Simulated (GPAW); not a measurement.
## BaTiO3 (Barioperovskite): equation of state with LDA

The system is BaTiO3 (Barioperovskite).

```
Ba Ti O
1.0
     3.98550    0.00000    0.00000
     0.00000    2.83690    2.84515
     0.00000   -2.83690    2.84515
Ba Ti O
1 1 3
Direct
  0.00000 0.00000 0.00000
  0.50000 0.51240 0.51240
  0.50000 0.99184 0.50524
  0.50000 0.50524 0.99184
  0.00000 0.48740 0.48740
```

```json
{"Program": "GPAW 26.7.0", "Task": "equation of state", "Functional": "LDA", "Potentials or basis": "the program's PAW data sets (release 1.2.1) made for this functional", "Cutoff": "800 eV", "Basis": "pw", "k mesh": "5 × 5 × 5", "Occupations": "fermi-dirac, width 0.05 eV", "Spin": "no spin polarisation"}
```

- Equilibrium volume: 12.36 Å³/atom
- Bulk modulus at fixed shape and positions: 192 GPa
- Pressure derivative of the bulk modulus: 4.6

Energy against volume, from the lowest point:
```csv
volume (Å³/atom),energy (meV/atom)
12.095,3.54
12.353,0.00
12.610,2.91
12.867,11.58
13.125,25.39
13.382,43.77
13.639,66.20
```

Run time: 9.4 min on 1 thread of Intel(R) Xeon(R) Platinum 8375C CPU @ 2.90GHz (Ice Lake), with other jobs on the host, peak memory 0.39 GiB.

Caveat: the cell was scaled at fixed shape and fractional positions, which overstates the stiffness of a crystal with free parameters, most of all of layers and chains. The run has no spin-orbit coupling, so splittings on Ba are missing.
